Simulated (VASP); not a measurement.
## Ga: relaxation of cell and atoms with r2SCAN

Ga:

```xyz
1
Lattice="-1.7406 1.7406 1.7406 1.7406 -1.7406 1.7406 1.7406 1.7406 -1.7406" Properties=species:S:1:pos:R:3 pbc="T T T"
Ga    0.0000    0.0000    0.0000
```

The cell was built by a generator and needn't be a form met in nature.

| Property | Result |
| --- | --- |
| Program | VASP 6.6.1 |
| Task | relaxation of cell and atoms |
| Functional | r2SCAN |
| Potentials or basis | VASP PAW PBE potentials, release 64 (Ga_d) |
| Cutoff | 600 eV |
| k mesh | 8 × 8 × 8 |
| Occupations | gaussian, width 0.1 eV |
| Spin | no spin polarisation |
| Dipole correction | no |
| Further INCAR settings | ALGO = Normal; EDIFF = 1e-06; IBRION = 2; EDIFFG = -0.04; NSW = 90; ISIF = 3 |

| Property | Result |
| --- | --- |
| Relaxed volume | 18.30 Å³/atom |
| Relaxed cell | a = 2.875 Å, b = 2.875 Å, c = 2.875 Å, α = 109.47°, β = 109.47°, γ = 109.47° |
| Space group after relaxing (to 0.05 Å) | Im-3m (No. 229) |
| Energy gained by relaxing | 58.0 meV/atom |
| Ionic steps | 3 |
| Pressure after relaxing | 0.0 GPa |
| Band gap on the k mesh | none (metal or under the smearing width) |

The path:
```
step  energy change (eV)  largest force (eV/Å)  pressure (GPa)  volume (Å³)
   1              0.0000                0.0000           -5.53        21.10
   2             -0.0538                0.0000           -1.97        18.95
   3             -0.0580                0.0000           -0.05        18.30
```

Final structure:
```cif
data_structure
_symmetry_space_group_name_H-M 'P 1'
_symmetry_Int_Tables_number 1
_cell_length_a 2.8753
_cell_length_b 2.8753
_cell_length_c 2.8753
_cell_angle_alpha 109.471
_cell_angle_beta 109.471
_cell_angle_gamma 109.471
_cell_volume 18.30
loop_
_atom_site_label
_atom_site_type_symbol
_atom_site_fract_x
_atom_site_fract_y
_atom_site_fract_z
_atom_site_occupancy
Ga1 Ga 0.00000 0.00000 0.00000 1
```

Levels at points of the mesh, in eV from the Fermi level:
```
           k point  band 3  band 4  band 5  band 6  band 7  band 8  band 9  band 10
(0.00, 0.00, 0.00)  -15.72  -15.50  -15.50  -12.10   13.52   13.52   13.52    18.03
(0.50, 0.00, 0.00)  -15.52  -15.50  -15.37   -4.86   -4.36    7.37    9.61    11.91
(0.50, 0.50, 0.50)  -15.41  -15.41  -15.41    1.45    1.45    1.45    1.88     5.90
```

It took 40 s on 1 thread of Intel(R) Xeon(R) Platinum 8488C (Sapphire Rapids), on a shared host, peak memory 0.15 GiB.

Caveat: the PAW data sets were made with another functional, which shifts forces and pressure a little.
